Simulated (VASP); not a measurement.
A VASP 6.6.1 single-point calculation on BN

INCAR

```
ISMEAR = 0
NBANDS = 11
ENCUT = 520
IBRION = -1
SIGMA = 0.2
LCHARG = .FALSE.
LREAL = .FALSE.
PREC = Accurate
NSW = 0
NELM = 87
GGA = PE
EDIFF = 1E-5
LASPH = .TRUE.
ISIF = 2
LWAVE = .FALSE.
```

KPOINTS

```
KPOINTS created by Atomic Simulation Environment
0
Gamma
12 12 12
0 0 0
```

POSCAR

```
B  N
 1.0000000000000000
     2.5907632342000002    0.0028926952000000   -0.2444864326000000
    -1.2853354387000000    2.2494328870000002    0.2445297637000000
    -0.9630888975000000   -0.9462261302000000    3.3134103185999999
 B   N
   1   1
Cartesian
  1.2992082218720444  2.2388002838966607 -0.0198670452249525
  0.3290223338956540 -0.2077806225303792  3.2083796488443781
```

The recommended PBE PAW datasets give the neutral cell 8 valence electrons.

Command

```
mpirun -np 1 vasp_std
```

OSZICAR

```
N       E                     dE             d eps       ncg     rms          rms(c)
DAV:   1     0.123852648419E+02    0.12385E+02   -0.45514E+03 19371   0.680E+02
DAV:   2    -0.180546017058E+02   -0.30440E+02   -0.29307E+02 22953   0.154E+02
DAV:   3    -0.188521097770E+02   -0.79751E+00   -0.79614E+00 23334   0.230E+01
DAV:   4    -0.188545414950E+02   -0.24317E-02   -0.24317E-02 20902   0.142E+00
DAV:   5    -0.188545510311E+02   -0.95362E-05   -0.95361E-05 23323   0.793E-02    0.728E+00
DAV:   6    -0.175486849852E+02    0.13059E+01   -0.52601E+00 22012   0.122E+01    0.326E+00
DAV:   7    -0.174593694817E+02    0.89316E-01   -0.15112E-01 23299   0.314E+00    0.205E+00
DAV:   8    -0.174305593531E+02    0.28810E-01   -0.89007E-02 23599   0.184E+00    0.208E-01
DAV:   9    -0.174305719835E+02   -0.12630E-04   -0.27756E-03 21139   0.394E-01    0.118E-01
DAV:  10    -0.174308852919E+02   -0.31331E-03   -0.47292E-04 21481   0.161E-01    0.212E-02
DAV:  11    -0.174309041062E+02   -0.18814E-04   -0.40356E-05 22598   0.423E-02    0.186E-02
DAV:  12    -0.174309042556E+02   -0.14939E-06   -0.81792E-06 17752   0.186E-02
   1 F= -.17430904E+02 E0= -.17430904E+02  d E =-.295884E-12
```

From OUTCAR

```
k-points           NKPTS =    868   k-points in BZ     NKDIM =    868   number of bands    NBANDS=     11

   NELECT =       8.0000    total number of electrons

   dimension x,y,z NGX =    20 NGY =   20 NGZ =   28
   dimension x,y,z NGXF=    40 NGYF=   40 NGZF=   56

  energy-cutoff  :      520.00
  volume of cell :       19.09
      direct lattice vectors                 reciprocal lattice vectors
     2.590763234  0.002892695 -0.244486433     0.402469511  0.210714401  0.177158074
    -1.285335439  2.249432887  0.244529764     0.011613964  0.437251728  0.128243788
    -0.963088898 -0.946226130  3.313410319     0.028839886 -0.016721216  0.305411412

 k-points in reciprocal lattice and weights: KPOINTS created by Atomic Simulation Env
   0.00000000  0.00000000  0.00000000       0.001
   0.08333333 -0.00000000  0.00000000       0.001
   0.00000000  0.08333333 -0.08333333       0.001
   0.16666667 -0.00000000 -0.00000000       0.001
   0.00000000  0.16666667 -0.16666667       0.001
   0.25000000 -0.00000000  0.00000000       0.001
   0.00000000  0.25000000 -0.25000000       0.001
   0.33333333 -0.00000000 -0.00000000       0.001
   ...

 E-fermi :   2.9030

 k-point     1 :       0.0000    0.0000    0.0000
  band No.  band energies     occupation
      1     -15.2106      2.00000
      2      -1.4192      2.00000
      3       0.5314      2.00000
      4       0.5319      2.00000
      5       7.2022      0.00000
      6      12.6685      0.00000
      7      12.6694      0.00000
      8      13.7850      0.00000
      9      15.0346      0.00000
     10      26.0607      0.00000
     11      28.9763      0.00000

 k-point     2 :       0.0833   -0.0000    0.0000
  band No.  band energies     occupation
      1     -15.0761      2.00000
      2      -1.3653      2.00000
      3      -0.0058      2.00000
      4       0.2981      2.00000
      5       7.5996      0.00000
      6      12.5737      0.00000
      7      13.1923      0.00000
      8      13.3852      0.00000
      9      15.4524      0.00000
     10      26.3414      0.00000
     11      26.5212      0.00000

 k-point     3 :       0.0000    0.0833   -0.0833
  band No.  band energies     occupation
      1     -15.0761      2.00000
      2      -1.3653      2.00000
      3      -0.0058      2.00000
      4       0.2981      2.00000
      5       7.5996      0.00000
      6      12.5736      0.00000
      7      13.1924      0.00000
      8      13.3853      0.00000
      9      15.4524      0.00000
     10      26.3414      0.00000
     11      26.5214      0.00000

 k-point     4 :       0.1667   -0.0000   -0.0000
  band No.  band energies     occupation
      1     -14.6824      2.00000
      2      -1.3962      2.00000
      3      -1.1063      2.00000
      4      -0.2741      2.00000
      5       8.5540      0.00000
      6      11.9691      0.00000
      7      12.7383      0.00000
      8      14.6124      0.00000
      9      16.4887      0.00000
     10      23.6292      0.00000
     11      27.2129      0.00000

 k-point     5 :       0.0000    0.1667   -0.1667
  band No.  band energies     occupation
      1     -14.6824      2.00000
      2      -1.3962      2.00000
      3      -1.1064      2.00000
      4      -0.2741      2.00000
      5       8.5540      0.00000
      6      11.9691      0.00000
      7      12.7384      0.00000
      8      14.6124      0.00000
      9      16.4887      0.00000
     10      23.6293      0.00000
     11      27.2129      0.00000

 ...

  Total       -3.8567487     -3.8951753      0.3261744     -0.0334876     -0.2270170      0.3914607
  in kB     -323.6230343   -326.8474491     27.3695704     -2.8099739    -19.0491885     32.8477950
  external PRESSURE =    -207.7003043 kB  Pullay stress =       0.0000000 kB

 POSITION                                       TOTAL-FORCE (eV/Angst)
 -----------------------------------------------------------------------------------
      0.33612      1.29257      3.29354         0.002295     -0.001395      0.006888
      0.32902     -0.20778      3.20838        -0.002295      0.001395     -0.006888
 -----------------------------------------------------------------------------------
    total drift:                                0.000144      0.000052      0.000096

  FREE ENERGIE OF THE ION-ELECTRON SYSTEM (eV)
  ---------------------------------------------------
  free  energy   TOTEN  =       -17.4309042556 eV

  energy  without entropy=      -17.4309042556  energy(sigma->0) =      -17.43090426
```

It converged. Results: gap between bands v and c on the k mesh 3.89 eV; least direct gap on the k mesh 4.40 eV; pressure -20.8 GPa. Band v is the last that the valence electrons fill when counted band by band, and c is the next.

For comparison, a separate PBE run of the intended cell, on usual settings and not on those above, gives a gap of 3.89 eV on its mesh and a pressure of -20.8 GPa.

The run above took about 86 s on one core of a shared host (Intel Xeon Platinum 8488C) and held 0.28 GiB at most.
